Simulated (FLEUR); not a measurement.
The system is WS2.

```
W S
1.0
     1.57900    0.91164    6.16333
    -1.57900    0.91164    6.16333
     0.00000   -1.82327    6.16333
W S
1 2
Direct
  0.00000 0.00000 0.00000
  0.58100 0.58100 0.58100
  0.75030 0.75030 0.75030
```

Measurements of this composition are mostly on another form, of space group No. 194.

Base run:

* Program: FLEUR MaX-R8.1 (later development tree)
* Functional: r2SCAN
* Potentials or basis: all-electron
* Basis: FLAPW
* Kmax: 5.63 1/bohr
* k mesh: 10 × 10 × 10
* Occupations: fermi-dirac, width 0.05 eV
* Spin: no spin polarisation

Its results: band gap on the k mesh 1.17 eV, indirect (least direct gap 2.37 eV).

Question: The run is repeated on the same cell with these changes: functional from r2SCAN to LDA. What comes out?

Answer: Band gap on the k mesh 0.99 eV, indirect (least direct gap 2.22 eV).

r2SCAN gives the wider gap, since meta-GGAs in the generalised Kohn-Sham scheme recover part of the derivative discontinuity.

Caveats: spin-orbit coupling is left out, which moves the levels of the heavy elements; the meta-GGA is that of a development version, with a GGA for the radial functions and cores and without core tails (some runs); core charge leaks out of the spheres, which shifts energies (some runs).

A k mesh can miss the band edges.

Not every run made on this cell is shown here.
